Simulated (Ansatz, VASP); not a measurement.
## One calculation of MgO, two programs

```
CELL_PARAMETERS angstrom
2.09660 2.09660 0.00000
-2.09660 2.09660 0.00000
0.00000 2.09660 2.11346
ATOMIC_POSITIONS crystal
Mg 0.00000 0.00000 0.00000
O 0.50000 0.50000 0.00000
```

Change from the starting cell: in-plane strain -0.005, out-of-plane length and atoms relaxed by PAW.

Alike in both runs: functional PBEsol; k mesh 10 × 10 × 10; no spin polarisation.

Ansatz relaxed the structure, and its values are those at the end. VASP's run is a single point on that final structure, the one shown.

```csv
,VASP,Ansatz
version,VASP 6.6.1,Ansatz 0.2.0
potentials or method,"VASP PAW PBE potentials, release 64 (Mg, O)","PAW with Ansatz's default frozen-core files, scalar-relativistic"
plane-wave cutoff (eV),520,420
occupations,"gaussian, width 0.01 eV",fixed
valence electrons in the cell,8,16
```

|  | VASP | Ansatz | Ansatz less VASP |
| --- | --- | --- | --- |
| pressure (GPa) | 0.6 | 1.1 | +0.49 |

The two sets of potentials don't hold the same shells in valence.

Caveats: the PAW data sets were made with another functional, which shifts forces and pressure a little (VASP).
